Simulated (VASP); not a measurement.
# ZnSe (P4/nmm) in VASP: further runs, part 2 of 3

VASP 6.6.1. The steps go on from the part before.

## (4) Relaxation of cell and atoms, LDA, target pressure 10 GPa, at which the enthalpy is minimised

INCAR reads:

```
SYSTEM = ZnSe
ALGO     = Normal         ! electronic algorithm
EDIFF    = 1E-6           ! SCF threshold, eV
EDIFFG   = -0.01          ! ionic threshold
ENCUT    = 600            ! plane-wave cutoff, eV
IBRION   = 2              ! ionic algorithm
ISIF     = 3              ! what is computed and relaxed
ISMEAR   = -1             ! smearing method
LASPH    = .True.         ! aspherical terms in the spheres
LCHARG   = .False.        ! write CHGCAR
LREAL    = .False.        ! projectors in reciprocal space
LWAVE    = .False.        ! write WAVECAR
NELM     = 80             ! most SCF steps
NSW      = 40             ! ionic steps
PREC     = Accurate       ! precision mode
PSTRESS  = 100          
SIGMA    = 0.05           ! smearing width, eV
```

KPOINTS reads:

```
k-points
0
Gamma
  5 5 4
  0 0 0
```

POSCAR reads:

```
ZnSe
1.0
    4.1077020000      0.0000000000      0.0000000000
    0.0000000000      4.1077020000      0.0000000000
    0.0000000000      0.0000000000      6.0703500000
Se Zn
2 2
Direct
    0.5000000000      0.0000000000      0.7537200000
    0.0000000000      0.5000000000      0.2462800000
    0.5000000000      0.5000000000      0.0000000000
    0.0000000000      0.0000000000      0.0000000000
```

The run is started by

```console
$ cat potpaw_LDA.64/Se/POTCAR potpaw_LDA.64/Zn/POTCAR > POTCAR
$ mpirun -np 1 vasp_std > vasp.out
```

It took 7.6 min on 1 thread of Intel Xeon Platinum 8375C at 2.90GHz (Ice Lake), shared host; peak memory 0.23 GiB.

It converged, with:

```
Free energy                                            : -13.6742 eV
Relaxed volume                                         : 17.24 Å³/atom
Relaxed cell                                           : a = 3.941 Å, b = 3.941 Å, c = 4.441 Å, α = 90.00°, β = 90.00°, γ = 90.00°
Space group after relaxing (to 0.05 Å)                 : P4/nmm (No. 129)
Energy change on relaxing (the enthalpy is what falls) : +38.5 meV/atom
Ionic steps                                            : 21
Pressure after relaxing                                : 10.0 GPa
Largest force after relaxing                           : 0.005 eV/Å
Band gap on the k mesh                                 : 0.56 eV, direct
```

Forces in eV/Å, atoms in the order of the input:
```
Se   0.000  0.000 -0.005
Se   0.000  0.000  0.005
Zn   0.000  0.000  0.000
Zn   0.000  0.000  0.000
```

Stress tensor (GPa, compression positive):
```
10.05  0.00  0.00
 0.00 10.05  0.00
 0.00  0.00  9.96
```

Step by step:
```csv
step,energy change (eV),largest force (eV/Å),pressure (GPa),volume (Å³)
1,0.0000,0.5815,-4.48,102.43
2,1.8744,5.4477,34.53,71.81
3,0.1287,1.8057,8.83,85.08
4,0.1505,1.8775,9.33,84.72
5,0.0969,1.4766,9.33,81.03
6,0.3680,0.0609,11.95,70.61
7,0.1634,0.5108,7.92,71.16
8,0.1289,0.7488,6.46,71.30
9,0.2889,0.0969,13.41,67.32
10,0.2501,0.0251,12.27,67.89
11,0.1621,0.0227,10.34,68.88
12,0.1336,0.0244,9.43,69.31
13,0.1377,0.0237,9.55,69.24
14,0.1587,0.0667,10.26,68.90
15,0.1510,0.0349,9.99,69.02
16,0.1516,0.0372,10.00,69.01
17,0.1524,0.0405,10.08,68.99
18,0.1519,0.0383,10.05,69.00
19,0.1482,0.0030,9.78,69.06
20,0.1492,0.0131,9.91,69.04
21,0.1540,0.0049,10.02,68.97
```

Final structure:
```
CELL_PARAMETERS angstrom
3.94094 0.00000 0.00000
0.00000 3.94094 0.00000
0.00000 0.00000 4.44066
ATOMIC_POSITIONS crystal
Se 0.50000 0.00000 0.67969
Se 0.00000 0.50000 0.32031
Zn 0.50000 0.50000 0.00000
Zn 0.00000 0.00000 0.00000
```

Levels at points of the mesh, in eV from the valence-band top:
```
           k point  band 14  band 15  band 16  band 17  band 18  band 19  band 20  band 21  band 22
(0.00, 0.00, 0.00)    -4.23    -4.23    -1.56     0.00     0.00     0.56     1.41     2.74     5.03
(0.00, 0.00, 0.50)    -2.70    -2.70    -2.16    -2.16    -2.13     1.70     2.83     4.08     5.58
```

Caveat: the cell is relaxed towards a set pressure, so the enthalpy falls and the energy may rise; the volume moved by over 15 % at a fixed basis, so the end points are rough; an odd mesh through Γ misses points on the zone boundary, where band edges often lie.

## (5) Relaxation of cell and atoms, LDA, target pressure 20 GPa, at which the enthalpy is minimised

INCAR, as its differences from that of step 4:

```diff
@@ -15,3 +15,3 @@
 PREC     = Accurate       ! precision mode
-PSTRESS  = 100          
+PSTRESS  = 200          
 SIGMA    = 0.05           ! smearing width, eV
```

KPOINTS is that of step 4.

POSCAR is that of step 4.

The run is started by

```console
$ cat potpaw_LDA.64/Se/POTCAR potpaw_LDA.64/Zn/POTCAR > POTCAR
$ mpirun -np 1 vasp_std > vasp.out
```

It took 7.9 min on 1 thread of Intel Xeon Platinum 8375C at 2.90GHz (Ice Lake), shared host; peak memory 0.23 GiB.

Results (log left out):

```
Free energy                                            : -13.1025 eV
Relaxed volume                                         : 15.66 Å³/atom
Relaxed cell                                           : a = 3.946 Å, b = 3.946 Å, c = 4.025 Å, α = 90.00°, β = 90.00°, γ = 90.00°
Space group after relaxing (to 0.05 Å)                 : P4/nmm (No. 129)
Energy change on relaxing (the enthalpy is what falls) : +181.4 meV/atom
Ionic steps                                            : 25
Pressure after relaxing                                : 20.0 GPa
Largest force after relaxing                           : 0.005 eV/Å
Band gap on the k mesh                                 : none (metal or under the smearing width)
```

Forces on the atoms (eV/Å):
```
Se   0.000  0.000 -0.005
Se   0.000  0.000  0.005
Zn   0.000  0.000  0.000
Zn   0.000  0.000  0.000
```

Step by step:
| step | energy change (eV) | largest force (eV/Å) | pressure (GPa) | volume (Å³) |
| --- | --- | --- | --- | --- |
| 1 | 0.0000 | 0.5815 | -4.48 | 102.43 |
| 2 | 9.4422 | 15.1392 | 124.87 | 54.69 |
| 3 | 0.5175 | 2.8550 | 16.18 | 79.70 |
| 4 | 0.6454 | 3.1447 | 18.05 | 78.54 |
| 5 | 0.7351 | 3.3377 | 19.44 | 77.80 |
| 6 | 0.6001 | 2.3512 | 19.44 | 72.28 |
| 7 | 1.7879 | 0.7779 | 30.49 | 59.31 |
| 8 | 0.9983 | 0.7396 | 24.19 | 64.24 |
| 9 | 1.1158 | 0.4395 | 25.20 | 63.19 |
| 10 | 0.4406 | 0.8883 | 11.31 | 67.66 |
| 11 | 0.5917 | 0.5102 | 15.07 | 66.23 |
| 12 | 0.5757 | 0.1282 | 17.69 | 64.90 |
| 13 | 0.6645 | 0.1723 | 20.45 | 63.54 |
| 14 | 1.1000 | 0.6839 | 27.91 | 60.22 |
| 15 | 0.9004 | 0.5302 | 24.88 | 61.54 |
| 16 | 0.6172 | 0.1785 | 16.47 | 63.71 |
| 17 | 0.7119 | 0.1164 | 19.82 | 62.78 |
| 18 | 0.7149 | 0.1246 | 20.03 | 62.75 |
| 19 | 0.7207 | 0.0703 | 19.92 | 62.70 |
| 20 | 0.7281 | 0.0077 | 19.94 | 62.64 |
| 21 | 0.7277 | 0.0116 | 20.01 | 62.64 |
| 22 | 0.7274 | 0.0140 | 20.02 | 62.64 |
| 23 | 0.7249 | 0.0071 | 19.91 | 62.66 |
| 24 | 0.7242 | 0.0060 | 19.92 | 62.67 |
| 25 | 0.7257 | 0.0046 | 19.99 | 62.66 |

Final structure:
```
Se Zn
1.0
     3.94571    0.00000    0.00000
     0.00000    3.94571    0.00000
     0.00000    0.00000    4.02454
Se Zn
2 2
Direct
  0.50000 0.00000 0.66205
  0.00000 0.50000 0.33795
  0.50000 0.50000 0.00000
  0.00000 0.00000 0.00000
```

Levels at points of the mesh, in eV from the Fermi level:
| k point | band 14 | band 15 | band 16 | band 17 | band 18 | band 19 | band 20 | band 21 | band 22 |
| --- | --- | --- | --- | --- | --- | --- | --- | --- | --- |
| (0.00, 0.00, 0.00) | -5.10 | -4.42 | -2.23 | -0.20 | 0.00 | 0.00 | 1.59 | 3.25 | 5.47 |
| (0.00, 0.00, 0.50) | -2.81 | -2.81 | -2.70 | -2.70 | -2.18 | 1.63 | 1.96 | 5.17 | 6.49 |

Caveat: the cell is relaxed towards a set pressure, so the enthalpy falls and the energy may rise; the volume moved by over 15 % at a fixed basis, so the end points are rough.

## (6) Relaxation of cell and atoms, LDA, target pressure 30 GPa, at which the enthalpy is minimised

INCAR, as its differences from that of step 5:

```diff
@@ -15,3 +15,3 @@
 PREC     = Accurate       ! precision mode
-PSTRESS  = 200          
+PSTRESS  = 300          
 SIGMA    = 0.05           ! smearing width, eV
```

KPOINTS is that of step 5.

POSCAR is that of step 5.

Potentials or basis: VASP PAW LDA potentials, release 64 (Se, Zn).

The run is started by

```console
$ cat potpaw_LDA.64/Se/POTCAR potpaw_LDA.64/Zn/POTCAR > POTCAR
$ mpirun -np 1 vasp_std > vasp.out
```

OUTCAR:

```text
SYSTEM = ZnSe
   EDIFF = 1E-6
   EDIFFG = -0.01
   ENCUT = 600
   IBRION = 2
   ISIF = 3
   ISMEAR = -1
   LASPH = .True.
   LREAL = .False.
   NELM = 80
   NSW = 40
   PREC = Accurate
   PSTRESS = 300

 ion  position               nearest neighbor table
   1  0.500  0.000  0.754-   3 2.54   4 2.54   3 2.54   4 2.54
   2  0.000  0.500  0.246-   3 2.54   4 2.54   4 2.54   3 2.54
   3  0.500  0.500  0.000-   1 2.54   2 2.54   1 2.54   2 2.54   4 2.90   4 2.90   4 2.90   4 2.90

   4  0.000  0.000  0.000-   1 2.54   2 2.54   2 2.54   1 2.54   3 2.90   3 2.90   3 2.90   3 2.90

  LATTYP: Found a simple tetragonal cell.
 ALAT       =     4.1077020000
 C/A-ratio  =     1.4777970749

  Lattice vectors:

 A1 = (   4.1077020000,   0.0000000000,   0.0000000000)
 A2 = (   0.0000000000,   4.1077020000,   0.0000000000)
 A3 = (   0.0000000000,   0.0000000000,   6.0703500000)

Analysis of symmetry for initial positions (statically):
=====================================================================
 Subroutine PRICEL returns:
 Original cell was already a primitive cell.

 Routine SETGRP: Setting up the symmetry group for a
 simple tetragonal supercell.

 Subroutine GETGRP returns: Found 16 space group operations
 (whereof  8 operations were pure point group operations)
 out of a pool of 16 trial point group operations.

The static configuration has the point symmetry D_2d.
 The point group associated with its full space group is D_4h.

Analysis of symmetry for dynamics (positions and initial velocities):
=====================================================================
 Subroutine PRICEL returns:
 Original cell was already a primitive cell.

 Routine SETGRP: Setting up the symmetry group for a
 simple tetragonal supercell.

 Subroutine GETGRP returns: Found 16 space group operations
 (whereof  8 operations were pure point group operations)
 out of a pool of 16 trial point group operations.

The dynamic configuration has the point symmetry D_2d.
 The point group associated with its full space group is D_4h.

[... 93 lines left out ...]
   ENCUT  =  600.0 eV  44.10 Ry    6.64 a.u.   8.20  8.20 12.12*2*pi/ulx,y,z
   NELM   =     80;   NELMIN=  2; NELMDL= -5     # of ELM steps
   EDIFF  = 0.1E-05   stopping-criterion for ELM
   LREAL  =      F    real-space projection
   EDIFFG = -.1E-01   stopping-criterion for IOM
   NSW    =     40    number of steps for IOM
   IBRION =      2    ionic relax: 0-MD 1-quasi-New 2-CG
   NFREE  =      1    steps in history (QN), initial steepest desc. (CG)
   ISIF   =      3    stress and relaxation
   ISYM   =      2    0-nonsym 1-usesym 2-fastsym
   POTIM  = 0.5000    time-step for ionic-motion
   TEBEG  =    0.0;   TEEND  =   0.0 temperature during run
   PSTRESS=  300.0 pullay stress
   NELECT =      36.0000    total number of electrons
   NUPDOWN=      -1.0000    fix difference up-down
   EMIN   =  10.00;   EMAX   =-10.00  energy-range for DOS
   EFERMI =   0.00;   METHOD = LEGACY
   ISMEAR =    -1;   SIGMA  =   0.05  broadening in eV -4-tet -1-fermi 0-gaus
   EFERMI_NEDOS =   21; number of points for ismear=-14 and -15
   IALGO  =     38    algorithm
   IMIX   =      4    mixing-type and parameters
     AMIX     =   0.40;   BMIX     =  1.00
     AMIX_MAG =   1.60;   BMIX_MAG =  1.00
  volume/ion in A,a.u.               =      25.61       172.80
  Fermi-wavevector in a.u.,A,eV,Ry     =   1.155328  2.183253 18.160809  1.334782
  Thomas-Fermi vector in A             =   2.291957
   LORBIT       =      0    0 simple, 1 ext, 2 COOP (PROOUT), +10 PAW based schemes
   GGA     = CA    functional components
   LHFCALC =     F    Hartree Fock is set to
   AEXX    =    0.0000 exact exchange contribution
   IVDW    =     0    specifies the selected vdW correction
   LEPSILON=     F    determine dielectric tensor
   LRPA    =     F    only Hartree local field effects (RPA)
 conjugate gradient relaxation of ions
 non-spin polarized calculation
  energy-cutoff  :      600.00
  volume of cell :      102.43
 maximum number of plane-waves:      3440
 NGX is ok and might be reduce to    36
   NGX = 17   NGY = 17   NGZ = 25

--------------------------------------- Ionic step        1  -------------------------------------------

 number of electron      35.9999992 magnetization

 Free energy of the ion-electron system (eV)
  ---------------------------------------------------
  ext. energy  EPLUGINS =         0.00000000
  ---------------------------------------------------
  free energy    TOTEN  =       -13.82819932 eV

  energy without entropy =      -13.82819931  energy(sigma->0) =      -13.82819932

 E-fermi :   1.4061     XC(G=0):  -9.0630

 val. band max:        0.5221211438   @ k =   0.0000   0.0000   0.0000
 cond. band min:       2.2483567423   @ k =   0.0000   0.0000   0.0000
 fundamental gap:      1.7262355985
 Fermi energy:         1.4060753899
[... 1478 lines left out ...]
     21       9.6335      0.00000
     22      10.9300      0.00000

[... ionic steps 4 to 26 ...]

--------------------------------------- Ionic step       27  -------------------------------------------

 number of electron      36.0000005 magnetization

------------------------ aborting loop because EDIFF is reached ----------------------------------------
[... 75 lines left out ...]
--------------------------------------- Ionic step       29  -------------------------------------------

 number of electron      36.0000005 magnetization

 Free energy of the ion-electron system (eV)
  ---------------------------------------------------
  ext. energy  EPLUGINS =         0.00000000
  ---------------------------------------------------
  free energy    TOTEN  =       -12.46896579 eV

  energy without entropy =      -12.46540157  energy(sigma->0) =      -12.46718368

 E-fermi :   6.3483     XC(G=0): -12.0687

 val. band max:        6.3158239102   @ k =   0.0000   0.0000   0.2500
 cond. band min:       6.4521269683   @ k =   0.0000   0.0000   0.0000
 fundamental gap:      0.1363030581
 Fermi energy:         6.3483467428
[... 483 lines left out ...]
  energy  without entropy=      -12.4654015688  energy(sigma->0) =      -12.46718368

  enthalpy is  TOTEN    =        -1.5064905863 eV   P V=       10.9624752058

 reached required accuracy - stopping structural energy minimisation
```

Wall time 9.5 min (1 thread of Intel Xeon Platinum 8375C at 2.90GHz (Ice Lake), shared host); peak memory 0.24 GiB.

Results:

| Item | Value |
| --- | --- |
| Free energy | -12.4690 eV |
| Relaxed volume | 14.64 Å³/atom |
| Relaxed cell | a = 3.936 Å, b = 3.936 Å, c = 3.779 Å, α = 90.00°, β = 90.00°, γ = 90.00° |
| Space group after relaxing (to 0.05 Å) | P4/nmm (No. 129) |
| Energy change on relaxing (the enthalpy is what falls) | +339.8 meV/atom |
| Ionic steps | 29 |
| Pressure after relaxing | 30.0 GPa |
| Band gap on the k mesh | none (metal or under the smearing width) |

The path:
| step | energy change (eV) | largest force (eV/Å) | pressure (GPa) | volume (Å³) |
| --- | --- | --- | --- | --- |
| 1 | 0.0000 | 0.5815 | -4.48 | 102.43 |
| 2 | 29.4393 | 35.7261 | 379.92 | 40.53 |
| 3 | 0.7759 | 3.4071 | 20.14 | 77.14 |
| 4 | 1.0727 | 3.9926 | 24.55 | 75.05 |
| 5 | 1.4184 | 4.6182 | 29.32 | 73.03 |
| 6 | 1.1689 | 2.8592 | 29.15 | 66.40 |
| 7 | 4.3028 | 2.5819 | 58.36 | 51.40 |
| 8 | 1.7124 | 1.4803 | 36.48 | 60.12 |
| 9 | 2.1261 | 0.4249 | 40.20 | 57.62 |
| 10 | 0.8711 | 1.7571 | 13.95 | 64.67 |
| 11 | 1.3778 | 0.7125 | 26.42 | 60.72 |
| 12 | 1.2421 | 0.0762 | 28.72 | 60.19 |
| 13 | 1.2920 | 0.4838 | 31.61 | 59.43 |
| 14 | 1.7753 | 1.3673 | 39.24 | 57.01 |
| 15 | 1.4955 | 0.9471 | 32.98 | 58.18 |
| 16 | 1.4300 | 0.8291 | 31.16 | 58.51 |
| 17 | 1.4428 | 0.8533 | 31.54 | 58.44 |
| 18 | 1.4160 | 0.7427 | 31.24 | 58.49 |
| 19 | 1.3568 | 0.3769 | 30.30 | 58.62 |
| 20 | 1.3393 | 0.4786 | 28.69 | 58.75 |
| 21 | 1.3329 | 0.0297 | 29.73 | 58.69 |
| 22 | 1.3323 | 0.0127 | 29.52 | 58.69 |
| 23 | 1.3624 | 0.0186 | 30.09 | 58.53 |
| 24 | 1.3552 | 0.0170 | 29.95 | 58.57 |
| 25 | 1.3579 | 0.0175 | 30.06 | 58.55 |
| 26 | 1.3565 | 0.0177 | 30.01 | 58.56 |
| 27 | 1.3560 | 0.0179 | 29.97 | 58.56 |
| 28 | 1.3568 | 0.0132 | 29.98 | 58.56 |
| 29 | 1.3592 | 0.0004 | 30.02 | 58.55 |

Final structure:
```
CELL_PARAMETERS angstrom
3.93600 0.00000 0.00000
0.00000 3.93600 0.00000
0.00000 0.00000 3.77909
ATOMIC_POSITIONS crystal
Se 0.50000 0.00000 0.65040
Se 0.00000 0.50000 0.34960
Zn 0.50000 0.50000 0.00000
Zn 0.00000 0.00000 0.00000
```

Caveat: the cell is relaxed towards a set pressure, so the enthalpy falls and the energy may rise; the volume moved by over 15 % at a fixed basis, so the end points are rough.

(Part 2 of 3 ends here.)
